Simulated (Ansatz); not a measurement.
## Structures of GaSb$_{3}$: which is lowest?

Plane-wave DFT in Ansatz with scalar-relativistic PAW potentials, cutoff 500 eV, Γ-centred meshes chosen by cell and gap, Gaussian smearing with energies taken to zero width. Every cell was relaxed (cell and atoms) in a run of its own, within the symmetry of its start. Functional: r2SCAN.

Relaxed structures (starts from databases or built by putting these elements on another compound's sites):
A. Pm-3n, 8 atoms in the computed cell, a = 5.939 Å; sites (symmetry × multiplicity) Ga m-3. × 2, Sb -4m.2 × 6; start: built
B. Pm-3m, 4 atoms in the computed cell, a = 4.696 Å; sites (symmetry × multiplicity) Ga m-3m × 1, Sb 4/mm.m × 3; start: built

Q: Rank them by energy. Could pressure change the order?

A:
| structure | group | E − E(lowest) (meV/atom) | V (Å³/atom) | gap on mesh (eV) |
| --- | --- | --- | --- | --- |
| B | Pm-3m | 0.0 | 25.89 | 0.00 |
| A | Pm-3n | 133 | 26.19 | 0.00 |

B is lowest, 133 meV/atom under A. The lowest is also the densest of these, so pressure wouldn't bring one of the others in at first order. Other structures may lie lower than all of these, and vibrations aren't counted.

Spin-orbit coupling is left out, which matters for the bands of heavy elements.